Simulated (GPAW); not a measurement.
# Ga (C2/c) in GPAW: equation of state with LDA

Aim: the equation of state of Ga with LDA.

Everything below comes from runs of GPAW 26.7.0. Logs are shortened: lines on timing, memory, paths and dates and some standing lists are left out, and cuts for length are marked. The log counts tension as positive stress, the text compression.

## (1) The structure

Symmetry: C2/c, No. 15, monoclinic system. Conventional cell: a = 2.766 Å, b = 8.053 Å, c = 3.332 Å, α = 90.00°, β = 92.02°, γ = 90.00°. Around Ga (site symmetry 2) lie 8 Ga at 2.69 to 2.92 Å.

This isn't the form of Ga at room conditions, which is orthorhombic.

## (2) Equation of state, LDA

Contents of run.py:

```python
from ase import Atoms
from ase.eos import EquationOfState
from ase.io import Trajectory
from ase.units import GPa
from gpaw import GPAW, PW

atoms = Atoms(['Ga', 'Ga'],
              cell=[[1.383, -4.0265, 0.0],
                    [1.383, 4.0265, 0.0],
                    [-0.1174474948, 0.0, 3.3299294416]],
              scaled_positions=[[0.131, 0.869, 0.75],
                                [0.869, 0.131, 0.25]],
              pbc=True)

traj = Trajectory('eos.traj', 'w')
volumes, energies = [], []
for x in [0.94, 0.96, 0.98, 1.0, 1.02, 1.04, 1.06]:
    a = atoms.copy()
    a.set_cell(atoms.cell * x**(1 / 3), scale_atoms=True)
    calc = GPAW(mode=PW(600),
                xc='LDA',
                kpts={'size': (8, 8, 7), 'gamma': True},
                occupations={'name': 'fermi-dirac', 'width': 0.05},
                nbands=10,
                convergence={'density': 1e-05, 'energy': 1e-05},
                maxiter=150,
                txt=f'eos-{x:.2f}.txt')
    a.calc = calc
    energies.append(a.get_potential_energy(force_consistent=True))
    volumes.append(a.get_volume())
    p = -a.get_stress()[:3].mean() / GPa
    calc.write(f'eos-{x:.2f}.gpw')
    traj.write(a)
    print(f'{x:.2f} {volumes[-1]:10.4f} A^3 {energies[-1]:14.6f} eV {p:9.3f} GPa', flush=True)

v0, e0, B = EquationOfState(volumes, energies, eos='birchmurnaghan').fit()
print(f'V0 = {v0:.4f} A^3, E0 = {e0:.6f} eV, B0 = {B / GPa:.2f} GPa')
```

Potentials or basis: the program's PAW data sets (release 1.2.1) made for this functional, pw.

On the command line:

```console
$ OMP_NUM_THREADS=1 python run.py
```

Standard output:

```text
__  _  _
 | _ |_)|_||  |
 |__||  | ||/\| - 26.7.0

Input parameters:
  mode=PW(ecut=600.0),
  convergence={'density': 1e-05, 'energy': 1e-05},
  kpts=MonkhorstPack(size=(8, 8, 7), gamma=True),
  maxiter=150,
  nbands=10,
  occupations=Occupations(name='fermi-dirac', width=0.05),
  xc=XC(name='LDA')

Diagonalizing LCAO Hamiltonian
Converting LCAO to pw mode

           Ga

       Ga

Atoms  # Å, Bohr magnetons
|   | symbol |        x |         y |        z |    initial magnetic moments |
|---|--------|----------|-----------|----------|-----------------------------|
| 0 |     Ga | 1.268480 |  2.910896 | 2.446464 | ( 0.0000,  0.0000,  0.0000) |
| 1 |     Ga | 1.326005 | -2.910896 | 0.815488 | ( 0.0000,  0.0000,  0.0000) |

Unit cell  # Å
| periodic |         x |         y |        z |  lengths |     angles |
|----------|-----------|-----------|----------|----------|------------|
|      yes |  1.354768 | -3.944303 | 0.000000 | 4.170483 |  90.656069 |
|      yes |  1.354768 |  3.944303 | 0.000000 | 4.170483 |  90.656069 |
|      yes | -0.115050 |  0.000000 | 3.261953 | 3.263981 | 142.087422 |

Number of symmetries: 2
Symmetry operations  # r_c * U_cc + t_c -> r_c
|   | kind |            matrix            |
|---|------|------------------------------|
| 0 |  E   |  1, 0, 0,  0, 1, 0,  0, 0, 1 |
| 1 |  i   | -1, 0, 0,  0,-1, 0,  0, 0,-1 |

BZ-sampling:
  Number of BZ points: 448
  Number of IBZ points: 226

  Monkhorst-Pack size: [8, 8, 7]
  Monkhorst-Pack shift: [0.0625, 0.0625, 0.0]

K-points  # in reciprocal-cell coordinates
|     |                                coordinates |     weight |
|-----|--------------------------------------------|------------|
|   0 | (  0.00000000,   0.00000000,   0.00000000) | 0.00223214 |
|   1 | (  0.00000000,   0.00000000,   0.14285714) | 0.00446429 |
|   2 | (  0.00000000,   0.00000000,   0.28571429) | 0.00446429 |
|   3 | (  0.00000000,   0.00000000,   0.42857143) | 0.00446429 |
|   4 | (  0.00000000,   0.12500000,  -0.42857143) | 0.00446429 |
|   5 | (  0.00000000,   0.12500000,  -0.28571429) | 0.00446429 |
|   6 | (  0.00000000,   0.12500000,  -0.14285714) | 0.00446429 |
|   7 | (  0.00000000,   0.12500000,   0.00000000) | 0.00446429 |
|   8 | (  0.00000000,   0.12500000,   0.14285714) | 0.00446429 |
|   9 | (  0.00000000,   0.12500000,   0.28571429) | 0.00446429 |
| ... |                                            |            |
| 225 | (  0.50000000,   0.50000000,   0.42857143) | 0.00446429 |

Plane wave coefficients: 1183
Cutoff: 600.0 eV

Spin-components: 1 (collinear spins)
Bands:           10
Projectors:      10
Spin-degeneracy: 2
Datatype:        complex128

Parallelization:
  kpt:    1
  domain: 1
  band:   1

Density:
  Valence electrons: 6.0
  Components: 1
  Grid points: [24 24 20]
  Charge: 0.0  # |e|

Potential:
  Grid points: [24 24 20]

species:
  Ga:
    name:    Gallium
    Z:       31.0
    valence: 3
    core:    28
    charge:  0.0  # [|e|]
    compensation charges:
      type: gauss
      rc: 0.37  # [Å]
      lmax: 2
    cutoffs:
      filter: 2.06  # [Å]
      core: 4.17  # [Å]
    projectors
    | kind |    occ | energy [eV] | rcut [Å] |
    |------|--------|-------------|----------|
    |   4s |  2.000 |      -9.167 |    1.164 |
    |   4p |  1.000 |      -2.734 |    1.164 |
    |    s |        |      18.045 |    1.164 |
    |    p |        |      24.478 |    1.164 |
    |    d |        |       0.000 |    1.164 |

    Using partial waves for Ga as LCAO basis

Reference energy: -105616.112206  # eV

eigensolver:
  PPCG
  Converge bands: occupied
  niter=2

density mixing:
  MSR1-Mixer
  Pratt-step length: 0.05
  Maximum mixing coefficient: 0.75
  Old densities: 10
  SVD Regularization: 0.005
  Good broyden scale: 1.0
  Trust region scale: 1.0
  Backstep threshold: 4.0
  History deletion threshold: 6.0
  Fourier metric: weight=20.0, sigma=0.015

occupation numbers:
  Fermi-Dirac:
    width: 0.0500  # eV

poisson solver:
  ecut: 4800.0  # eV

xc functional:
  name: None

convergence criteria:
- Maximum integral of absolute [dens]ity change: 1e-05 electrons / valence electron
- Maximum [total energy] change in last 3 cyles: 1e-05 eV / valence electron
- Maximum integral of absolute [eigenst]ate change: 4e-08 eV^2 / valence electron
maximum number of iterations: 150

SCF iterations
|iter     | |      energy | eigst |  dens |
|---------|-|-------------|-------|-------|
|iter:   1| |   -7.170870 | -0.87 |       |
|iter:   2| |   -7.169222 | -3.15 | -1.07 |
|iter:   3| |   -7.152106 | -3.55 | -1.10 |
|iter:   4| |   -7.150670 | -4.17 | -1.61 |
|iter:   5| |   -7.150668 | -5.95 | -2.70 |
|iter:   6| |   -7.150669c| -6.88 | -3.19 |
|iter:   7| |   -7.150669c| -7.83c| -4.17 |
|iter:   8| |   -7.150669c| -8.79c| -4.66 |
|iter:   9| |   -7.150669c| -9.91c| -6.13c|

Converged in 9 steps
Energy contributions relative to reference atoms: (reference = -105616.112206)

Energy contributions:
  Kinetic:          26.475219
  Coulomb:         -21.495823
  Zero:              0.021001
  External:          0.000000
  Xc:              -12.147386
  Entropy:          -0.007358
  Spinorbit:         0.000000
  ----------------------------
  Free energy:      -7.154348
  Extrapolated:     -7.150669

dipole moment: (-0.000038, -0.000000, -0.000048)  # |e|*Ang

Fermi level: 6.745
Eigenvalues  # (at kpt = [0.000, 0.000, 0.000])
| band index |      eig [eV] | occ [0-2] |
|------------|---------------|-----------|
|          0 |        -5.108 |     2.000 |
|          1 |         4.358 |     2.000 |
|          2 |         5.066 |     2.000 |
|          3 |         8.266 |     0.000 |
|          4 |        12.265 |     0.000 |
|          5 |        16.728 |     0.000 |
|          6 |        17.281 |     0.000 |
|          7 |        17.476 |     0.000 |
|          8 |        17.842 |     0.000 |
|          9 |        19.793 |     0.000 |

No gap
No difference between direct/indirect transitions

Stress tensor  # eV/Ang^3
|        x |         y |         z |
|----------|-----------|-----------|
| 0.010983 |  0.000000 |  0.008028 |
| 0.000000 | -0.011079 | -0.000000 |
| 0.008028 | -0.000000 | -0.008714 |

# Writing to eos-0.94.gpw (mode='')
```

Run time: 4 min. Hardware: 1 thread of Arm Neoverse V2, shared host; peak memory 0.36 GiB.

What came out:

| Property | Result |
| --- | --- |
| Equilibrium volume | 17.56 Å³/atom |
| Bulk modulus at fixed shape and positions | 63 GPa |
| Pressure derivative of the bulk modulus | 4.8 |

Energy against volume, from the lowest point:
```tsv
volume (Å³/atom)	energy (meV/atom)
17.431	0.00
17.801	0.44
18.172	3.73
18.543	9.53
18.914	17.55
19.285	27.54
19.656	39.29
```

Caveat: the cell was scaled at fixed shape and fractional positions, which overstates the stiffness of a crystal with free parameters, most of all of layers and chains; the program warned that so skewed a cell can give wrong results.

## (3) The reference run

An earlier run on the cell as given: functional PBEsol; potentials or basis PAW data sets generated in the run's folder for this functional; cutoff 600 eV; basis pw; k mesh 10 × 10 × 8; occupations fermi-dirac, width 0.05 eV; no spin polarisation.

* Pressure: -1.5 GPa
* Largest force: 0.212 eV/Å
* Band gap on the k mesh: none (metal or under the smearing width)
